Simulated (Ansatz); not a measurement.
# Ionic part of the dielectric constant of ZnS at 8 GPa, mode by mode

All numbers below come from DFT PBEsol, scalar-relativistic, plane waves, PAW (Ansatz). Cutoff 420 eV, 10×10×10 k-points (Γ-centred), fixed occupations. No spin polarisation. Phonons by linear response, acoustic sum rule imposed.

The structure is cubic, space group F-43m (No. 216). Conventional cell: a = 5.209 Å, b = 5.209 Å, c = 5.209 Å, α = 90.00°, β = 90.00°, γ = 90.00°. Zn (site symmetry -43m) is surrounded by 4 S at 2.26 Å. S (site symmetry -43m) has 4 Zn at 2.26 Å as nearest neighbours.

The primitive cell has V = 35.33 Å³ and ε∞,zz = 6.103. Each polar mode adds Δε = (4.92064×10⁷/V)·S/ν² along z, with S its oscillator strength in e²/amu, ν in cm⁻¹ and V in Å³.

**Question.** From these modes, find each Δε and ε0,zz.
| ν (cm⁻¹) | S_zz (e²/amu) |
| --- | --- |
| 321.4 | 0.1555 |

**Answer.**
```
ν (cm⁻¹)    Δε
   321.4  2.10
```

The sum is 2.097, so ε0,zz = 8.20; the run's tensor has 8.20.

**Question.** Where do the longitudinal modes lie for a wave vector along z?

**Answer.** At 373 cm⁻¹. The Lyddane–Sachs–Teller product Π(ν_LO/ν_TO)² = 1.34 matches ε0/ε∞ = 1.34.

Cost: 1 run of about 1.4 core-minutes, on AMD EPYC 7R43 (Zen 3) (shared hosts).

Most of the static dielectric response of compressed ZnS is electronic: ε∞ is 6.103, and the lattice adds only 2.10. Zincblende has a single, triply degenerate polar optical mode, in which the Zn and S sublattices move against each other, so this one mode carries the whole ionic part. Its contribution is modest because the tetrahedral sp³ bonds are partly covalent and stiff, and the ionic term falls with the square of the frequency. The same polarity produces the macroscopic field that lifts the longitudinal mode from 321.4 to 373 cm⁻¹.

The electronic constant lies clearly above the measured ambient-pressure value, most likely because the semilocal functional makes the gap too small and the electrons too polarisable. This excess screening probably also makes the longitudinal–transverse splitting somewhat too small. The Lyddane–Sachs–Teller agreement confirms internal consistency, not accuracy against experiment. With only one pressure computed, the results don't show how compression divides its effect between bond stiffness and effective charge.
